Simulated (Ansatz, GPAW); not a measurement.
This is a calculation of CdS (Hawleyite) for Ansatz 0.2.0. 

File input.yaml:

```yaml
crystal:
  lattice:
    - [0.0, 2.9165, 2.9165]
    - [2.9165, 0.0, 2.9165]
    - [2.9165, 2.9165, 0.0]
  atoms:
    - { symbol: Cd, position: [0.0, 0.0, 0.0] }
    - { symbol: S, position: [0.75, 0.75, 0.75] }
kpoints:
  mp_grid: { grid: [8, 8, 8] }
scf:
  occupations: { method: gaussian, width: 0.027 }
hamiltonian:
  xc: pbe
  pseudopotentials: { kind: all_electron, lapw: { basis_error: 0.001 } }
output:
  forces: true
  stress: true
  eigenvalues: true
```

Potentials or basis: all-electron LAPW, scalar-relativistic.

Launch:

```sh
$ ansatz run input.yaml --threads 1 --pin off --max-ram 3072MiB --backend cpu --events-out ev --progress --plain --runs-dir out
```

**Question.** What does the same run look like in GPAW 26.7.0 (ASE script)? Potentials or basis there: GPAW PAW data sets (gpaw-data 1.2.1), cutoff 600 eV.

**Answer.** As run (cutoffs and basis follow the program's own potentials, and thresholds, step limits or extra output files can differ):

Contents of run.py:

```python
from ase.dft.bandgap import bandgap
from ase.io import read, write
from ase.units import GPa
from gpaw import GPAW, PW

atoms = read('POSCAR')

calc = GPAW(mode=PW(600),
            xc='PBE',
            kpts={'size': (8, 8, 8), 'gamma': True},
            occupations={'name': 'methfessel-paxton', 'order': 0, 'width': 0.027000000000000003},
            nbands=18,
            convergence={'density': 1e-05, 'energy': 1e-05},
            maxiter=150,
            txt='gpaw.txt')
atoms.calc = calc
energy = atoms.get_potential_energy()
forces = atoms.get_forces()
stress = atoms.get_stress()
calc.write('gs.gpw')
write('result.traj', atoms)
print(f'Energy: {energy:.6f} eV')
print('Forces (eV/A):')
print(forces.round(4))
print('Stress (GPa):', (stress / GPa).round(3))
print('Fermi level:', round(calc.get_fermi_level(), 4), 'eV')
print(f'Gap: {bandgap(calc)[0]:.4f} eV, direct: {bandgap(calc, direct=True)[0]:.4f} eV')
```

Contents of POSCAR:

```
CdS
1.0
    0.0000000000      2.9165000000      2.9165000000
    2.9165000000      0.0000000000      2.9165000000
    2.9165000000      2.9165000000      0.0000000000
Cd S
1 1
Direct
    0.0000000000      0.0000000000      0.0000000000
    0.7500000000      0.7500000000      0.7500000000
```

Potentials or basis: GPAW PAW data sets (gpaw-data 1.2.1), pw.

The run is started by

```bash
$ OMP_NUM_THREADS=1 python run.py
```

Both were run:

|  | Ansatz | GPAW |
| --- | --- | --- |
| Pressure | 2.9 GPa | 2.6 GPa |

Where Ansatz's input types no cutoff or centring, it takes its own default and a Γ-centred mesh.

Pressure is positive in compression.
